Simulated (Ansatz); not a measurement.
RbCl (rocksalt type), DFT, PBE, all-electron PAW with datasets made for the crystal, scalar-relativistic (Ansatz 0.2.0), on 1 thread of Arm Neoverse V1 (shared host).

Command: `ansatz run input.yaml --threads 1 --pin off --max-ram 2048MiB --backend cpu --events-out ev --progress --plain --runs-dir out`

```yaml
crystal:
  lattice:
    - [0.0, 2.6580738663, 2.6580738663]
    - [2.6580738663, 0.0, 2.6580738663]
    - [2.6580738663, 2.6580738663, 0.0]
  atoms:
    - { symbol: Rb, position: [0.0, 0.0, 0.0] }
    - { symbol: Cl, position: [0.5, 0.5, 0.5] }
kpoints:
  mp_grid: { grid: [13, 13, 13] }
scf:
  occupations: { method: fermi_dirac, width: 0.1 }
hamiltonian:
  xc: pbe
  pseudopotentials: { kind: all_electron, datasets: crystal }
output:
  forces: true
  stress: true
  eigenvalues: true
```

Q: How large is the problem that the program sets up?

A: 84 irreducible k-points, 531 plane waves at Γ, 12 bands.

Q: About how long does it take?

A: 7.9 s of wall time for 7 SCF iterations. Times on shared machines scatter by tens of per cent.
